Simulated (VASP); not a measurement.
A run of VASP 6.6.1:

The input INCAR:

```
PREC     = Accurate       # precision mode
ENCUT    = 520            # plane-wave cutoff, eV
EDIFF    = 1E-6           # SCF threshold, eV
ISMEAR   = -1             # smearing method
SIGMA    = 0.1            # smearing width, eV
LREAL    = False          # projectors in reciprocal space
LASPH    = True           # aspherical terms in the spheres
NELM     = 60             # most SCF steps
ALGO     = Fast           # electronic algorithm
ISIF     = 2              # what is computed and relaxed
LWAVE    = False          # write WAVECAR
LCHARG   = False          # write CHGCAR
GGA      = B5             # functional
ALDAX    = 1.0          
AGGAX    = 1.0          
AGGAC    = 1.0          
ALDAC    = 0.0          
NBANDS   = 11             # bands
```

File KPOINTS:

```
regular mesh
0
Gamma
  9 9 9
```

Contents of POSCAR:

```
Ba
1.0
    4.1252066012      0.0000000000      0.0000000000
    0.0000000000      4.1252066012      0.0000000000
    0.0000000000      0.0000000000      4.1252066012
Ba
1
Direct
    0.0000000000      0.0000000000      0.0000000000
```

Potentials or basis: VASP PAW PBE potentials, release 64 (Ba_sv).

Command:

```console
$ cat potpaw_PBE.64/Ba_sv/POTCAR > POTCAR
$ mpirun -np 1 vasp_std > vasp.out
```

Hardware: 1 thread of AMD EPYC 7R43 64-Core Processor (Zen 3), with other jobs on the host.

Task: Estimate the wall time of this run.

Result: Wall time 29 s on 1 thread of AMD EPYC 7R43 64-Core Processor (Zen 3) (shared host), peak memory 0.15 GiB. Counts: scf iterations 12, k points 35.
